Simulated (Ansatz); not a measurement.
Input and command of a calculation in Ansatz (plane waves; scalar-relativistic PAW potentials unless the input names others):

```yaml
crystal:
  lattice:
    - [3.2711003432, 0.0, 0.0]
    - [-1.6355501716, 2.5888779672, 0.0]
    - [0.0, 0.0, 5.0179796548]
  atoms:
    - { symbol: Al, position: [0.3333333333, 0.6666666667, 0.0017287175] }
    - { symbol: Al, position: [0.6666666667, 0.3333333333, 0.5017287175] }
    - { symbol: "N", position: [0.3333333333, 0.6666666667, 0.3832712825] }
    - { symbol: "N", position: [0.6666666667, 0.3333333333, 0.8832712825] }
basis:
  ecutwfc: 420
kpoints:
  mp_grid: { grid: [12, 12, 6], kspacing: 0.3 }
hamiltonian:
  xc: pbe
scf:
  occupations: { method: gaussian, width: 0.05 }
  max_iter: 60
output:
  forces: true
  eigenvalues: true
  stress: true
```

```bash
ansatz run input.yaml --threads 1 --pin off --max-ram 2560MiB --backend cpu --events-out ev --progress --plain --runs-dir out
```

**Question.** Will this input run?

**Answer.** The program refuses it, because of a mesh typed together with a spacing (kpoints.mp_grid.kspacing: not typed → 0.3). Without that key it is accepted.

Abridged log:
```
Error: invalid value for `kpoints.mp_grid.kspacing`: mutually exclusive with `grid` — set one or the other
```